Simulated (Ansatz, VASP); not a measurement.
## Two plane-wave programs on BN

```xyz
2
Lattice="0.0000 1.8745 1.8745 1.8745 0.0000 1.8745 1.8745 1.8745 0.0000" Properties=species:S:1:pos:R:3 pbc="T T T"
B     0.0000    0.0000    0.0000
N     2.8118    2.8118    2.8118
```

Alike in both runs: task single point; functional PBE; k mesh 12 × 12 × 12; occupations gaussian, width 0.02 eV; no spin polarisation.

|  | VASP | Ansatz |
| --- | --- | --- |
| version | VASP 6.6.1 | Ansatz 0.2.0 |
| potentials or method | VASP PAW PBE potentials, release 64 (B, N) | scalar-relativistic, plane waves, PAW |
| plane-wave cutoff (eV) | 520 | 420 |
| valence electrons in the cell | 8 | 8 |

|  | VASP | Ansatz | Ansatz less VASP |
| --- | --- | --- | --- |
| gap on the k mesh at the Fermi level (eV) | 4.34 | 4.34 | +0.008 |
| least direct gap on the mesh (eV) | 8.30 | 8.31 | +0.008 |
| pressure (GPa) | -31.2 | -31.1 | +0.04 |

Caveats: the cell as given lies far from equilibrium; so large a pressure means that the cell lies far from this level's equilibrium, or that cutoff or potentials fall short (VASP). A k mesh can miss the band edges.
